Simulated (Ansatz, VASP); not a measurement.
# BeS: VASP beside Ansatz

The input INCAR:

```
SYSTEM = BeS
PREC = Accurate ; ENCUT = 520
EDIFF = 1E-7 ; ISMEAR = -1
SIGMA = 0.02 ; LREAL = .False.
LASPH = .True. ; NELM = 100
ALGO = Normal ; ISIF = 2
LWAVE = .False. ; LCHARG = .False.
GGA = PE ; NBANDS = 11
```

The input KPOINTS:

```
Automatic mesh
0
Gamma
  10 10 10
  0 0 0
```

File POSCAR:

```
BeS
1.0
    0.0000000000      2.3612770434      2.4893639833
    2.3612770434      0.0000000000      2.4893639833
    2.3612770434      2.3612770434      0.0000000000
Be S
1 1
Direct
    0.0000000000      0.0000000000      0.0000000000
    0.2500000000      0.2500000000      0.2500000000
```

Input for Ansatz:

```yaml
crystal:
  lattice:
    - [0.0, 2.3612770434, 2.4893639833]
    - [2.3612770434, 0.0, 2.4893639833]
    - [2.3612770434, 2.3612770434, 0.0]
  atoms:
    - { symbol: Be, position: [0.0, 0.0, 0.0] }
    - { symbol: S, position: [0.25, 0.25, 0.25] }
kpoints:
  mp_grid: { grid: [10, 10, 10] }
  band_path:
    path:
      - [0.0, 0.0, 0.0]
      - [-0.5, -0.5, 0.0]
      - [-0.375, -0.375, 0.25]
      - [-0.375, 0.0, 0.375]
      - [0.0, 0.0, 0.5]
      - [-0.5, -0.25, 0.25]
      - [-0.0375, 0.0, 0.0375]
      - [0.0, 0.5, 0.5]
    npoints: 1
hamiltonian:
  xc: pbe
scf:
  occupations: { method: fermi_dirac, width: 0.02 }
  n_extra_bands: 4
output:
  forces: true
  stress: true
  eigenvalues: true
```

Change from the starting cell: epitaxial_xy strain -3.0%.

Alike in both runs: task single point; functional PBE; k mesh 10 × 10 × 10; occupations fermi-dirac, width 0.02 eV; no spin polarisation.

|  | VASP | Ansatz |
| --- | --- | --- |
| version | VASP 6.6.1 | Ansatz 0.2.0 |
| potentials or method | VASP PAW PBE potentials, release 64 (Be, S) | plane waves, PAW |
| plane-wave cutoff (eV) | 520 | 420 |
| valence electrons in the cell | 8 | 8 |

VASP gave:

```
gap on the k mesh at the Fermi level (eV)       : 2.81
pressure (GPa)                                  : 4.3
largest component of the traceless stress (GPa) : 3.82
```

**Question.** Estimate Ansatz's values.

**Answer.** gap on the k mesh at the Fermi level (eV): 2.81; pressure (GPa): 4.3; largest component of the traceless stress (GPa): 3.83.

A k mesh can miss the band edges.
